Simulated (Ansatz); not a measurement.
# SiNi3 (Pm-3m) in Ansatz: notebook, part 2 of 2

Ansatz 0.2.0. The steps go on from the part before.

## Step 3: Relaxation of cell and atoms, PBE+D3(BJ)-ATM, collinear spin, ferromagnetic start

File input.yaml:

```yaml
crystal:
  lattice:
    - [3.542, 0.0, 0.0]
    - [0.0, 3.542, 0.0]
    - [0.0, 0.0, 3.542]
  atoms:
    - { symbol: Ni, position: [0.5, 0.5, 0.0], spin: 1.0 }
    - { symbol: Ni, position: [0.5, 0.0, 0.5], spin: 1.0 }
    - { symbol: Ni, position: [0.0, 0.5, 0.5], spin: 1.0 }
    - { symbol: Si, position: [0.0, 0.0, 0.0] }
hamiltonian:
  xc: pbe
  pseudopotentials: { kind: paw }
  dispersion: d3bjatm
magnetization:
  spin_polarized: true
kpoints:
  mp_grid: { grid: [8, 8, 8] }
scf:
  occupations: { method: fermi_dirac, width: 0.05 }
output:
  forces: true
  stress: true
  eigenvalues: true
relax:
  f_tol: 0.01
  max_steps: 40
  cell: { stress_tol: 0.05 }
```

Potentials or basis: Ansatz PAW.

Launch:

```bash
$ ansatz run input.yaml --threads 2 --pin off --max-ram 5632MiB --backend cpu --events-out ev --progress --plain --runs-dir out
```

The program printed:

```text
Warning: RAYON_NUM_THREADS=2 ignored (pool sized by the plan → 2); use --threads N
Engine: ansatz 0.2.0, x86_64-unknown-linux-gnu
Pseudopotentials: kind: paw
Pseudopotential: Ni, paw, valence charge 18, recommended cutoff 420 eV (normal), Ni.paw.azcp
Pseudopotential: Si, paw, valence charge 4, recommended cutoff 420 eV (normal), Si.paw.azcp
Functional definition: PBE
  parameter kappa = 0.804
  parameter beta = 0.06672455060314922
  exchange = pbe_x(kappa = kappa, mu = beta*pi^2/3)
  correlation = pbe_c(beta = beta)
Crystal: 4 atoms, lattice volume = 44.437 Å³
Basis set: ecut = 420 eV, 895 PW (Γ), exchange–correlation on 48×48×48 points (8 copies of the dense FFT grid, shifted against one another)
Bands: 37, of which v1, the nominal top of the filled ones, is band 29 counted from 1 (28 counted from 0)
Symmetry: 48 space group operations
Space group: Pm-3m (ITA 221), of the structure as read, at distance tolerance 3.5e-5 Å
Magnetic group: BNS 221.92 (UNI 1594), of the structure as read, at distance tolerance 3.5e-5 Å
k-points: 35 of 512
Non-local potential: Ni, projectors of the file, l = 0: 3, l = 1: 2, l = 2: 3, l = 3: 1
Non-local potential: Si, projectors of the file, l = 0: 2, l = 1: 2, l = 2: 2
PAW form: soft (Blöchl's): semilocal exchange-correlation on the pseudo side does not see the compensation charge
PAW one-centre angular grid: Ni, 590 points (default); XC on 64 Gauss nodes
PAW one-centre angular grid: Si, 110 points (default); XC on 64 Gauss nodes
Initial density: superposition of atomic densities (chi_scale 0.1, normalization cell)
Starting moments: Σ|m| = 3 μB on 3 of 4 sites
Initial wavefunctions: pseudopotential atomic-orbital guess
Functional: x = pbe(κ = 0.804, μ = 0.2195149727645171), c = pbe(β = 0.06672455060314922)
iter 1 solved again at ethr=2.39e-3 eV; its pass at ethr=3.10e-3 eV (dr2=1.39e0 eV) is discarded
SCF iter   1: F=—  HF=-18154.730886 eV  |F-HF|=—  |Δ(HF+E_count)|=         —  Δρ=4.82e-2 (↑4.82e-2 ↓3.62e-2)  dr2=1.40e0  dr2_m=1.79e-1  M=2.088 μB ∫|m|=2.435 μB  β_m=0.30  ethr=2.39e-3  ⟨swp⟩=1.1  Hψ=12286  notcnv=0
Mixer restart at iter 1: flushing history
preconditioner: auto → Kerker (q_TF=auto, 2.852 Å⁻¹)  [metal: Δε(μ)=0.032 eV  Ē_g=8.197 eV  σ=0.050 eV  W_gap=0.16  n_scr=18 (ndim 8)  ℏωp=32.5 eV  f_vac=0.000  D(μ)=2.94/eV (n_scr^D=26)]
spin=Collinear: Kerker preconditioning applied to the charge; magnetization (m = ρ↑ − ρ↓) channel mixes plain (no charge-response kernel on spin).
SCF iter   2: F=—  HF=-18154.790929 eV  |F-HF|=—  |Δ(HF+E_count)|=   6.00e-2  Δρ=3.96e-2 (↑1.83e-2 ↓3.96e-2)  dr2=3.86e-1  dr2_m=2.50e-1  M=1.789 μB ∫|m|=2.178 μB  β_m=0.32  ethr=2.39e-3  ⟨swp⟩=2.0  Hψ=3978  notcnv=0
SCF iter   3: F=—  HF=-18156.091740 eV  |F-HF|=—  |Δ(HF+E_count)|=    1.30e0  Δρ=4.09e-2 (↑1.74e-2 ↓4.09e-2)  dr2=4.29e-1  dr2_m=2.91e-1  M=1.554 μB ∫|m|=1.974 μB  β_m=0.24  ethr=6.65e-4  ⟨swp⟩=2.3  Hψ=3792  notcnv=0  defer=124
SCF iter   4: F=—  HF=-18156.929279 eV  |F-HF|=—  |Δ(HF+E_count)|=   8.38e-1  Δρ=3.64e-2 (↑1.89e-2 ↓3.64e-2)  dr2=2.99e-1  dr2_m=2.79e-1  M=1.325 μB ∫|m|=1.754 μB  β_m=0.12  ethr=6.65e-4  ⟨swp⟩=2.3  Hψ=3328  notcnv=0  defer=124
SCF iter   5: F=—  HF=-18157.092499 eV  |F-HF|=—  |Δ(HF+E_count)|=         —  Δρ=9.81e-2 (↑9.81e-2 ↓3.58e-2)  dr2=1.37e0  dr2_m=1.73e0  M=0.283 μB ∫|m|=0.456 μB  β_m=1.00  ethr=5.15e-4  ⟨swp⟩=2.4  Hψ=3897  notcnv=0  defer=125
Mixer restart at iter 5: flushing history
SCF iter   6: F=—  HF=-18160.101970 eV  |F-HF|=—  |Δ(HF+E_count)|=    3.01e0  Δρ=1.20e-1 (↑9.26e-2 ↓1.20e-1)  dr2=1.22e1  dr2_m=8.28e-2  M=0.047 μB ∫|m|=0.141 μB  β_m=0.83  ethr=8.62e-5  ⟨swp⟩=4.0  Hψ=7182  notcnv=0  defer=124
[... 83 lines left out ...]
relax step   5: F+E_penalty+E_count = -18158.58708900 eV  Δ(F+E_penalty+E_count) = +9.660e-4 eV  max|allowed force component| = 1.482e-29 eV/Å  Δτ_max = 0.0000 Å  P = -0.010 GPa  Ω = 41.938 Å³  stress off target by 9.57e-3 GPa  SCF on the basis re-selected at this cell (its energy is not comparable with the rows above)  (10 SCF iters)
basis re-selected at this cell: Δ(F+E_penalty+E_count) = +9.660e-4 eV, ΔP = +0.029 GPa vs the last step (what re-selecting the basis moved, of the pressure what is left beyond the Pulay correction that the steps carried, after the strain that the cell walked since its last selection, with what the two solves' SCF thresholds leave and, on support functions, any second-order correction that the steps lacked; it is no measure of the basis error at this ecutwfc). This SCF's stress stands 9.57e-3 GPa from its target on what of the cell is left free (relax.cell.stress_tol is 5.00e-2 GPa) and its largest allowed force component is 1.48e-29 eV/Å (relax.f_tol is 1.00e-2 eV/Å): within both
SCF converged after 10 iterations
Magnetization: -0.0000 μB (29.0000 up, 29.0000 down)
Absolute magnetization: 0.0000 μB (∫|ρ↑−ρ↓|, with the PAW one-centre terms)
Spin contamination: 0.0000 ħ² per cell (⟨S²⟩ above its minimum at these occupations)
Per-site moments (μB) at R_I (Å): [(-7.652725779409012e-10, 1.0133965458006584), (-7.652724317250642e-10, 1.0133965458006584), (-7.652727186986012e-10, 1.0133965458006584), (5.411251895948383e-10, 1.0133965458006584)]
Free energy (F): -18158.587089 eV
Harris-Foulkes:  -18158.587089 eV  (|F-HF|=3.64e-12)
Internal energy: -18158.569111 eV  (E = F + TS)
E sigma→0 (E₀):  -18158.578100 eV
Entropy (-TS):   -0.017978 eV (-4.494 meV/atom)
Fermi energy:    18.114269 eV
--- Per-component energies (eV) ---
  E_band       = -814.453467
  E_kinetic    = 898.343358
  E_local      = -11500.936902  (includes V_loc(G=0)·N_el)
  E_nonlocal   = 1931.077851
  E_hartree    = 4909.524372
  E_xc         = -314.370746
  E_vxc        = -381.360694  (∫ρ·V_xc dr)
  E_paw        = -5403.047361  (= ΣΔE_a)
  E_vpaw       = -1580.627468  (= ΣTr[D̂ρ^β])
  E_aug_tail   = 0.001494  (compensation charges beyond the density's cutoff)
  E_ewald      = -8677.359727
  E_disp       = -1.801449  (pairwise vdW)
  E_smearing   = -0.017978  (= −TS)
  E_closure    = 0.000000  (closes the sum)
  Σ components = -18158.587089   (vs F -18158.587089, Δ=0.00e0)
--- Forces (eV/Å), atoms counted from 1 ---
  atom   1  Ni    -0.00000000     0.00000000     0.00000000
  atom   2  Ni    -0.00000000     0.00000000    -0.00000000
  atom   3  Ni    -0.00000000     0.00000000     0.00000000
  atom   4  Si     0.00000000     0.00000000    -0.00000000
  max |Σ_I F_I| component: 5.01e-29 eV/Å
--- Stress (GPa, compression-positive) ---
       -0.009575      -0.000000      -0.000000
       -0.000000      -0.009575       0.000000
       -0.000000       0.000000      -0.009575
  P = ⅓ Tr σ = -0.0096 GPa (-0.096 kbar)
--- Band table (eV; the first three rows and the last of 70) ---
  k-point 0 ↑: bands = ["-85.1373", "-85.0968", "-85.0968", "-45.6154", "-45.6154", "-45.6154", "-45.5510", "-45.5510", "-45.5510", "-45.3817", "-45.3817", "-45.3817", "5.9036", "13.0029", "13.8564", "13.8564", "14.3996", "14.3996", "14.3996", "16.4945", "16.4945", "16.4945", "17.1384", "17.1384", "17.1384", "17.4614", "17.4614", "17.8129", "18.1508", "18.1508", "18.1508", "23.1645", "24.5357", "24.5357", "28.8223", "28.8223", "28.8223"]
  k-point 1 ↑: bands = ["-85.1359", "-85.0981", "-85.0967", "-45.6122", "-45.6122", "-45.6110", "-45.5520", "-45.5520", "-45.5513", "-45.3868", "-45.3839", "-45.3839", "6.0907", "13.0186", "13.6069", "13.9901", "14.3841", "14.3841", "14.4548", "16.1703", "16.1703", "16.4336", "16.6581", "17.2767", "17.2767", "17.4480", "17.4641", "17.7338", "18.1510", "18.5051", "18.5051", "23.4796", "24.4903", "25.1639", "28.1766", "28.1766", "28.4100"]
  k-point 2 ↑: bands = ["-85.1321", "-85.1019", "-85.0967", "-45.6035", "-45.6035", "-45.5995", "-45.5552", "-45.5552", "-45.5520", "-45.4000", "-45.3894", "-45.3894", "6.6337", "12.2863", "13.5649", "14.3232", "14.3232", "14.3561", "14.6046", "15.8635", "15.8635", "16.1856", "16.2696", "17.1346", "17.1346", "17.2275", "17.4181", "17.5536", "18.1515", "19.5074", "19.5074", "23.5869", "24.3648", "26.3792", "26.4383", "26.4383", "28.4762"]
  k-point 34 ↓: bands = ["-85.1101", "-85.1101", "-85.1101", "-45.6403", "-45.6403", "-45.6403", "-45.5680", "-45.4915", "-45.4915", "-45.4915", "-45.3479", "-45.3479", "9.7795", "13.6500", "13.6500", "13.6500", "14.2280", "14.2280", "14.2280", "15.8036", "15.8036", "15.8036", "16.5929", "16.5929", "16.5929", "16.8198", "16.8198", "17.5638", "17.9033", "17.9033", "17.9033", "19.4463", "22.2176", "22.2176", "22.2176", "34.7774", "34.7774"]
--- Relaxed structure (4 steps of the walk, 4 accepted, 1 SCFs on fresh bases) ---
  F+E_penalty+E_count = -18158.58708900 eV   max|allowed force component| = 1.482e-29 eV/Å   (the final SCF, on the basis selected at the relaxed cell)
  cell:  # Å, volume = 41.9384 Å³
    - [3.47432518577779, 9.283584185054098e-34, -3.8518598887744713e-34]
    - [4.147771000021468e-34, 3.47432518577779, 0.0]
    - [-6.098778157226247e-34, 0.0, 3.47432518577779]
  atoms:
    - { symbol: Ni, position: [0.5, 0.5, 1.7699896136893142e-38] }
    - { symbol: Ni, position: [0.5, -1.415991689123494e-37, 0.5] }
    - { symbol: Ni, position: [1.9469885726598883e-36, 0.5, 0.5] }
    - { symbol: Si, position: [-2.0177881567931222e-36, 2.831983378266444e-37, 8.849948056078272e-38] }
```

It took 24 s on 2 threads of AMD EPYC 7R43 (Zen 3), shared host; peak memory 0.45 GiB.

What came out:

```
Free energy                            : -18158.5871 eV
Relaxed volume                         : 10.48 Å³/atom
Relaxed cell                           : a = 3.474 Å, b = 3.474 Å, c = 3.474 Å, α = 90.00°, β = 90.00°, γ = 90.00°
Space group after relaxing (to 0.05 Å) : Pm-3m (No. 221)
Energy gained by relaxing              : 24.1 meV/atom
Ionic steps                            : 5
Pressure after relaxing                : 0.0 GPa
Band gap on the k mesh                 : none (metal or under the smearing width)
Net moment                             : 0.00 μB per cell
Absolute moment                        : 0.00 μB per cell
```

The path:
```csv
step,energy change (eV),largest force (eV/Å),volume (Å³)
1,0.0000,0.0000,44.44
2,-0.0773,0.0000,43.03
3,-0.0970,0.0000,41.80
4,-0.0973,0.0000,41.94
5,-0.0963,0.0000,41.94
```

Final structure:
```
Ni Si
1.0
     3.47433    0.00000    0.00000
     0.00000    3.47433    0.00000
     0.00000    0.00000    3.47433
Ni Si
3 1
Cartesian
  1.7372 1.7372 0.0000
  1.7372 0.0000 1.7372
  0.0000 1.7372 1.7372
  0.0000 0.0000 0.0000
```

Caveat: the plane-wave basis is chosen anew once the cell has moved, so the energies of steps on either side of that aren't comparable; pairwise dispersion overbinds metals, which lowers pressure and volume; the starting moments weren't kept.

## Step 4: Relaxation of cell and atoms, PBE+D4, collinear spin, ferromagnetic start

input.yaml: that of step 3 with these lines changed.

```diff
@@ -13,3 +13,3 @@
   pseudopotentials: { kind: paw }
-  dispersion: d3bjatm
+  dispersion: d4
 magnetization:
```

Launch:

```bash
$ ansatz run input.yaml --threads 2 --pin off --max-ram 5632MiB --backend cpu --events-out ev --progress --plain --runs-dir out
```

Run time: 25 s. Hardware: 2 threads of AMD EPYC 7R43 (Zen 3), shared host; peak memory 0.45 GiB.

It converged, with:

- Free energy: -18158.8053 eV
- Relaxed volume: 10.45 Å³/atom
- Relaxed cell: a = 3.470 Å, b = 3.470 Å, c = 3.470 Å, α = 90.00°, β = 90.00°, γ = 90.00°
- Space group after relaxing (to 0.05 Å): Pm-3m (No. 221)
- Energy gained by relaxing: 27.4 meV/atom
- Ionic steps: 5
- Pressure after relaxing: 0.0 GPa
- Band gap on the k mesh: none (metal or under the smearing width)
- Net moment: 0.00 μB per cell
- Absolute moment: 0.00 μB per cell

Step by step:
| step | energy change (eV) | largest force (eV/Å) | volume (Å³) |
| --- | --- | --- | --- |
| 1 | 0.0000 | 0.0000 | 44.44 |
| 2 | -0.0881 | 0.0000 | 42.93 |
| 3 | -0.1103 | 0.0000 | 41.63 |
| 4 | -0.1106 | 0.0000 | 41.78 |
| 5 | -0.1096 | 0.0000 | 41.78 |

Final structure:
```
Ni Si
1.0
     3.47008    0.00000    0.00000
     0.00000    3.47008    0.00000
     0.00000    0.00000    3.47008
Ni Si
3 1
Direct
  0.50000 0.50000 0.00000
  0.50000 0.00000 0.50000
  0.00000 0.50000 0.50000
  0.00000 0.00000 0.00000
```

Levels at points of the mesh, in eV from the Fermi level:
Spin up:
```
              k point  band 27  band 28  band 29  band 30  band 31  band 32
   (0.00, 0.00, 0.00)    -0.66    -0.30     0.04     0.04     0.04     5.09
  (0.00, 0.00, -0.50)    -1.20    -0.59     0.04     3.71     3.71     5.29
 (0.00, -0.50, -0.50)    -1.16    -1.07    -1.00     0.68     0.68     5.78
(-0.50, -0.50, -0.50)    -1.30    -0.56    -0.21    -0.21    -0.21     1.35
```
Spin down:
| k point | band 27 | band 28 | band 29 | band 30 | band 31 | band 32 |
| --- | --- | --- | --- | --- | --- | --- |
| (0.00, 0.00, 0.00) | -0.66 | -0.30 | 0.04 | 0.04 | 0.04 | 5.09 |
| (0.00, 0.00, -0.50) | -1.20 | -0.59 | 0.04 | 3.71 | 3.71 | 5.29 |
| (0.00, -0.50, -0.50) | -1.16 | -1.07 | -1.00 | 0.68 | 0.68 | 5.78 |
| (-0.50, -0.50, -0.50) | -1.30 | -0.56 | -0.21 | -0.21 | -0.21 | 1.35 |

Caveat: the plane-wave basis is chosen anew once the cell has moved, so the energies of steps on either side of that aren't comparable; pairwise dispersion overbinds metals, which lowers pressure and volume; the starting moments weren't kept.

## Step 5: The runs side by side

| level | gap on the mesh (eV) | pressure (GPa) | moment (μB) | relaxed volume (Å³/atom) |
| --- | --- | --- | --- | --- |
| PBE+D3(BJ) | none | 0.0 | 0.00 | 10.40 |
| PBE+D3(BJ)-ATM | none | 0.0 | 0.00 | 10.48 |
| PBE+D4 | none | 0.0 | 0.00 | 10.45 |

Alike in all rows: task relaxation of cell and atoms; potentials or basis Ansatz PAW; spin collinear, ferromagnetic start; cell relaxed; k mesh 8 × 8 × 8; cutoff (eV) 420; smearing fermi-dirac 0.05 eV.

Caveats: the plane-wave basis is chosen anew once the cell has moved, so the energies of steps on either side of that aren't comparable; pairwise dispersion overbinds metals, which lowers pressure and volume; the starting moments weren't kept.

Total energies depend on the potentials used, so only differences within one code and one set of settings carry meaning.
